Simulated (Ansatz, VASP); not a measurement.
**One calculation of Bi, two programs**

```
CELL_PARAMETERS angstrom
1.75696 -2.99145 -0.05110
1.75696 2.99145 -0.05110
-1.87153 0.00000 3.05128
ATOMIC_POSITIONS crystal
Bi 0.50000 0.50000 0.50000
```

Alike in both runs: functional PBE; k mesh 6 × 6 × 4; occupations gaussian, width 0.1 eV; no spin polarisation.

Ansatz relaxed the structure, and its values are those at the end. VASP's run is a single point on that final structure, the one shown.

|  | VASP | Ansatz |
| --- | --- | --- |
| version | VASP 6.6.1 | Ansatz 0.2.0 |
| potentials or method | VASP PAW PBE potentials, release 64 (Bi_d) | scalar-relativistic, plane waves, PAW |
| plane-wave cutoff (eV) | 520 | 420 |
| valence electrons in the cell | 15 | 15 |

|  | VASP | Ansatz | Ansatz less VASP |
| --- | --- | --- | --- |
| gap on the k mesh at the Fermi level (eV) | none | none | - |
| pressure (GPa) | 0.0 | 0.0 | +0.05 |

A gap of «none» marks a metal or a gap that the smearing closes. The functional is the same, so the differences come from potentials, cutoffs and numerics.

Caveats: the k mesh is coarse (spacing up to 0.52 Å⁻¹), so the values aren't converged; spin-orbit coupling is left out, which moves the levels of the heavy elements.
